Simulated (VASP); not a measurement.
# Ge (Fd-3m) in VASP: relaxation of cell and atoms with LDA

Aim: the relaxation of cell and atoms of Ge with LDA.

Everything below comes from runs of VASP 6.6.1. Logs are shortened: lines on timing, memory, paths and dates and some standing lists are left out, and cuts for length are marked.

## (1) Starting point

The structure is cubic, space group Fd-3m (No. 227). Conventional cell: a = 5.625 Å, b = 5.625 Å, c = 5.625 Å, α = 90.00°, β = 90.00°, γ = 90.00°. Ge (site symmetry -43m) is surrounded by 4 Ge at 2.44 Å.

## (2) Relaxation of cell and atoms, LDA

INCAR

```
SYSTEM = Ge
  PREC = Accurate
  ENCUT = 300
  EDIFF = 1E-6
  ISMEAR = 0
  SIGMA = 0.02
  LREAL = .False.
  LASPH = .True.
  NELM = 80
  ALGO = Normal
  ISIF = 3
  LWAVE = .False.
  LCHARG = .False.
  IBRION = 2
  NSW = 60
  EDIFFG = -0.01
```

KPOINTS

```
regular mesh
0
Gamma
  8 8 8
  0 0 0
```

POSCAR

```
Ge
1.0
    0.0000000000      2.8125000000      2.8125000000
    2.8125000000      0.0000000000      2.8125000000
    2.8125000000      2.8125000000      0.0000000000
Ge
2
Direct
    0.0000000000      0.0000000000      0.0000000000
    0.2500000000      0.2500000000      0.2500000000
```

Potentials or basis: VASP PAW LDA potentials, release 64 (Ge).

The run is started by

```console
$ cat potpaw_LDA.64/Ge/POTCAR > POTCAR
$ mpirun -np 1 vasp_std > vasp.out
```

OUTCAR:

```text
SYSTEM = Ge
   PREC = Accurate
   ENCUT = 300
   EDIFF = 1E-6
   ISMEAR = 0
   LREAL = .False.
   LASPH = .True.
   NELM = 80
   ISIF = 3
   IBRION = 2
   NSW = 60
   EDIFFG = -0.01

 ion  position               nearest neighbor table
   1  0.000  0.000  0.000-   2 2.44   2 2.44   2 2.44   2 2.44
   2  0.250  0.250  0.250-   1 2.44   1 2.44   1 2.44   1 2.44

  LATTYP: Found a face centered cubic cell.
 ALAT       =     5.6250000000

  Lattice vectors:

 A1 = (   0.0000000000,   2.8125000000,   2.8125000000)
 A2 = (   2.8125000000,   0.0000000000,   2.8125000000)
 A3 = (   2.8125000000,   2.8125000000,   0.0000000000)

Analysis of symmetry for initial positions (statically):
=====================================================================
 Subroutine PRICEL returns:
 Original cell was already a primitive cell.

 Routine SETGRP: Setting up the symmetry group for a
 face centered cubic supercell.

 Subroutine GETGRP returns: Found 48 space group operations
 (whereof 24 operations were pure point group operations)
 out of a pool of 48 trial point group operations.

The static configuration has the point symmetry T_d .
 The point group associated with its full space group is O_h .

Analysis of symmetry for dynamics (positions and initial velocities):
=====================================================================
 Subroutine PRICEL returns:
 Original cell was already a primitive cell.

 Routine SETGRP: Setting up the symmetry group for a
 face centered cubic supercell.

 Subroutine GETGRP returns: Found 48 space group operations
 (whereof 24 operations were pure point group operations)
 out of a pool of 48 trial point group operations.

The dynamic configuration has the point symmetry T_d .
 The point group associated with its full space group is O_h .

 Subroutine INISYM returns: Found 48 space group operations
 (whereof 24 operations are pure point group operations),
 and found     1 'primitive' translations

----------------------------------------------------------------------------------------

                                     Primitive cell

  volume of cell :      44.4946

  direct lattice vectors                    reciprocal lattice vectors
     0.000000000  2.812500000  2.812500000    -0.177777778  0.177777778  0.177777778
     2.812500000  0.000000000  2.812500000     0.177777778 -0.177777778  0.177777778
     2.812500000  2.812500000  0.000000000     0.177777778  0.177777778 -0.177777778

  length of vectors
     3.977475644  3.977475644  3.977475644     0.307920144  0.307920144  0.307920144

  position of ions in fractional coordinates (direct lattice)
     0.000000000  0.000000000  0.000000000
     0.250000000  0.250000000  0.250000000

  ion indices of the primitive-cell ions
   primitive index   ion index
                 1           1
                 2           2

----------------------------------------------------------------------------------------

 KPOINTS: regular mesh

Automatic generation of k-mesh.
 Grid dimensions read from file:
 generate k-points for:    8    8    8

 Generating k-lattice:

  Cartesian coordinates                     Fractional coordinates (reciprocal lattice)
    -0.022222222  0.022222222  0.022222222     0.125000000  0.000000000  0.000000000
     0.022222222 -0.022222222  0.022222222     0.000000000  0.125000000  0.000000000
     0.022222222  0.022222222 -0.022222222     0.000000000  0.000000000  0.125000000

  Length of vectors
     0.038490018  0.038490018  0.038490018

  Shift w.r.t. Gamma in fractional coordinates (k-lattice)
     0.000000000  0.000000000  0.000000000

 Subroutine IBZKPT returns following result:
 ===========================================

 Found     29 irreducible k-points:

 Following reciprocal coordinates:
            Coordinates               Weight
  0.000000  0.000000  0.000000      1.000000
  0.125000  0.000000  0.000000      8.000000
  0.250000  0.000000  0.000000      8.000000
  0.375000  0.000000  0.000000      8.000000
  0.500000  0.000000  0.000000      4.000000
  0.125000  0.125000  0.000000      6.000000
[... 16 lines left out ...]
  0.500000  0.250000  0.125000     48.000000
 -0.375000  0.250000  0.125000     24.000000
 [... further k-points ...]
   k-points           NKPTS =     29   k-points in BZ     NKDIM =     29   number of bands    NBANDS=      8
   number of dos      NEDOS =    301   number of ions     NIONS =      2
   total plane-waves  NPLWV =  13824
   dimension x,y,z NGX =    24 NGY =   24 NGZ =   24
   dimension x,y,z NGXF=    48 NGYF=   48 NGZF=   48
   ions per type =               2
   NGX,Y,Z   is equivalent  to a cutoff of  10.03, 10.03, 10.03 a.u.
   NGXF,Y,Z  is equivalent  to a cutoff of  20.06, 20.06, 20.06 a.u.
 SYSTEM =  Ge
   PREC   = accura    normal or accurate (medium, high low for compatibility)
   ISTART =      0    job   : 0-new  1-cont  2-samecut
   ICHARG =      2    charge: 1-file 2-atom 10-const
   ISPIN  =      1    spin polarized calculation?
   LNONCOLLINEAR =      F non collinear calculations
   LSORBIT =      F    spin-orbit coupling
   LASPH  =      T    aspherical Exc in radial PAW
   ENCUT  =  300.0 eV  22.05 Ry    4.70 a.u.   5.62  5.62  5.62*2*pi/ulx,y,z
   NELM   =     80;   NELMIN=  2; NELMDL= -5     # of ELM steps
   EDIFF  = 0.1E-05   stopping-criterion for ELM
   LREAL  =      F    real-space projection
   EDIFFG = -.1E-01   stopping-criterion for IOM
   NSW    =     60    number of steps for IOM
   IBRION =      2    ionic relax: 0-MD 1-quasi-New 2-CG
   NFREE  =      1    steps in history (QN), initial steepest desc. (CG)
   ISIF   =      3    stress and relaxation
   ISYM   =      2    0-nonsym 1-usesym 2-fastsym
   POTIM  = 0.5000    time-step for ionic-motion
   TEBEG  =    0.0;   TEEND  =   0.0 temperature during run
   PSTRESS=    0.0 pullay stress
   NELECT =       8.0000    total number of electrons
   NUPDOWN=      -1.0000    fix difference up-down
   EMIN   =  10.00;   EMAX   =-10.00  energy-range for DOS
   EFERMI =   0.00;   METHOD = LEGACY
   ISMEAR =     0;   SIGMA  =   0.02  broadening in eV -4-tet -1-fermi 0-gaus
   EFERMI_NEDOS =   21; number of points for ismear=-14 and -15
   IALGO  =     38    algorithm
   IMIX   =      4    mixing-type and parameters
     AMIX     =   0.40;   BMIX     =  1.00
     AMIX_MAG =   1.60;   BMIX_MAG =  1.00
  volume/ion in A,a.u.               =      22.25       150.13
  Fermi-wavevector in a.u.,A,eV,Ry     =   0.923994  1.746095 11.616167  0.853764
  Thomas-Fermi vector in A             =   2.049691
   LORBIT       =      0    0 simple, 1 ext, 2 COOP (PROOUT), +10 PAW based schemes
   GGA     = CA    functional components
   LHFCALC =     F    Hartree Fock is set to
   AEXX    =    0.0000 exact exchange contribution
   IVDW    =     0    specifies the selected vdW correction
   LEPSILON=     F    determine dielectric tensor
   LRPA    =     F    only Hartree local field effects (RPA)
 conjugate gradient relaxation of ions
 non-spin polarized calculation
 Gauss-broadening in eV      SIGMA  =   0.02
  energy-cutoff  :      300.00
  volume of cell :       44.49
 maximum number of plane-waves:       544
 NGX is ok and might be reduce to    24
   NGX = 11   NGY = 11   NGZ = 11

--------------------------------------- Ionic step        1  -------------------------------------------

 number of electron       7.9999998 magnetization

 Free energy of the ion-electron system (eV)
  ---------------------------------------------------
  ext. energy  EPLUGINS =         0.00000000
  ---------------------------------------------------
  free energy    TOTEN  =       -10.33468548 eV

  energy without entropy =      -10.33467899  energy(sigma->0) =      -10.33468224

------------------------ aborting loop because EDIFF is reached ----------------------------------------

  FORCE on cell =-STRESS in cart. coord.  units (eV):
  Direction    XX          YY          ZZ          XY          YZ          ZX
  --------------------------------------------------------------------------------------
  -------------------------------------------------------------------------------------
  Total        0.2049674      0.2049674      0.2049674     -0.0000000      0.0000000     -0.0000000
  in kB        7.3805356      7.3805356      7.3805356     -0.0000000      0.0000000     -0.0000000
  external PRESSURE =       7.3805356 kB  Pullay stress =       0.0000000 kB
[... 57 lines left out ...]
  energy  without entropy=      -10.3357166602  energy(sigma->0) =      -10.33574679

--------------------------------------- Ionic step        3  -------------------------------------------

 number of electron       7.9999999 magnetization

 Free energy of the ion-electron system (eV)
  ---------------------------------------------------
  ext. energy  EPLUGINS =         0.00000000
  ---------------------------------------------------
  free energy    TOTEN  =       -10.33588376 eV

  energy without entropy =      -10.33582345  energy(sigma->0) =      -10.33585361

 E-fermi :   3.8352     XC(G=0):  -9.3603

 val. band max:        3.8290965754   @ k =   0.0000   0.0000   0.0000
 cond. band min:       3.9249103329   @ k =   0.5000   0.0000   0.0000
 fundamental gap:      0.0958137575
 Fermi energy:         3.8351912781

 k-point     1 :       0.0000    0.0000    0.0000
  band No.  band energies     occupation
      1      -9.0238      2.00000
      2       3.7863      1.99945
      3       3.8291      1.33352
      4       3.8291      1.33352
      5       3.8291      1.33350
      6       6.3494      0.00000
      7       6.3494      0.00000
      8       6.3494      0.00000
[... 243 lines left out ...]
 k-point    24 :      -0.3750    0.2500    0.1250
  band No.  band energies     occupation
      1      -6.4123      2.00000
      2      -3.8820      2.00000
      3       0.0447      2.00000
      4       1.4844      2.00000
      5       6.1646      0.00000
      6       7.1572      0.00000
      7       9.5772      0.00000
      8      10.6993      0.00000

 [... further k-points ...]
[... 5 lines left out ...]
  --------------------------------------------------------------------------------------
  -------------------------------------------------------------------------------------
  Total        0.0018675      0.0018675      0.0018675     -0.0000000     -0.0000000      0.0000000
  in kB        0.0664815      0.0664815      0.0664815     -0.0000000     -0.0000000      0.0000000
  external PRESSURE =       0.0664815 kB  Pullay stress =       0.0000000 kB
[... 17 lines left out ...]
  FREE ENERGIE OF THE ION-ELECTRON SYSTEM (eV)
  ---------------------------------------------------
  free  energy   TOTEN  =       -10.3358837632 eV

  energy  without entropy=      -10.3358234547  energy(sigma->0) =      -10.33585361

 reached required accuracy - stopping structural energy minimisation
```

It took 5.6 s on 1 thread of Intel Xeon Platinum 8488C (Sapphire Rapids), shared host; peak memory 0.12 GiB.

Results:

```yaml
Free_energy: -10.3359 eV
Relaxed_volume: 22.50 Å³/atom
Relaxed_cell: a = 3.993 Å, b = 3.993 Å, c = 3.993 Å, α = 60.00°, β = 60.00°, γ = 60.00°
Space_group_after_relaxing_to_0.05_Å: Fd-3m (No. 227)
Energy_gained_by_relaxing: 0.6 meV/atom
Ionic_steps: 3
Pressure_after_relaxing: 0.0 GPa
Band_gap_on_the_k_mesh: none (metal or under the smearing width)
```

Step by step:
```
step  energy change (eV)  largest force (eV/Å)  pressure (GPa)  volume (Å³)
   1              0.0000                0.0000            0.74        44.49
   2             -0.0011                0.0000           -0.24        45.16
   3             -0.0012                0.0000            0.01        45.01
```

Final structure:
```
Ge
1.0
     0.00000    2.82324    2.82324
     2.82324    0.00000    2.82324
     2.82324    2.82324    0.00000
Ge
2
Direct
  0.00000 0.00000 0.00000
  0.25000 0.25000 0.25000
```

Caveat: this crystal is a semiconductor, whose small gap the functional closes, so the metal is an error of the method.
